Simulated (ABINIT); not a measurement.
Crystal: AlN.

```
CELL_PARAMETERS angstrom
0.00000 2.18399 2.18399
2.18399 0.00000 2.18399
2.18399 2.18399 0.00000
ATOMIC_POSITIONS crystal
Al 0.00000 0.00000 0.00000
N 0.25000 0.25000 0.25000
```

Measurements of this composition are mostly on another form, of space group No. 186.

Base run:

| Item | Value |
| --- | --- |
| Program | ABINIT 10.8.3 (patched build) |
| Functional | r2SCAN |
| Potentials or basis | SG15 NC PBE v1.2 |
| Cutoff | 1306 eV |
| k mesh | 10 × 10 × 10 |
| Occupations | fermi-dirac, width 0.05 eV |
| Spin | no spin polarisation |

Its results: band gap on the k mesh 3.92 eV, indirect (least direct gap 4.70 eV); pressure 1.4 GPa.

Problem. The run is repeated on the same cell with these changes: potentials or basis from SG15 NC PBE v1.2 to PseudoDojo NC SR PBE v0.4.1 standard; cutoff from 1306 eV to 1361 eV; valence electrons from 16 to 8. What comes out?

Solution. Band gap on the k mesh 3.87 eV, indirect (least direct gap 4.44 eV); pressure 3.6 GPa.

Caveats: the potentials were made for another functional, which shifts forces and pressure; a meta-GGA on potentials with a model core is unreliable (some runs).

A k mesh can miss the band edges.
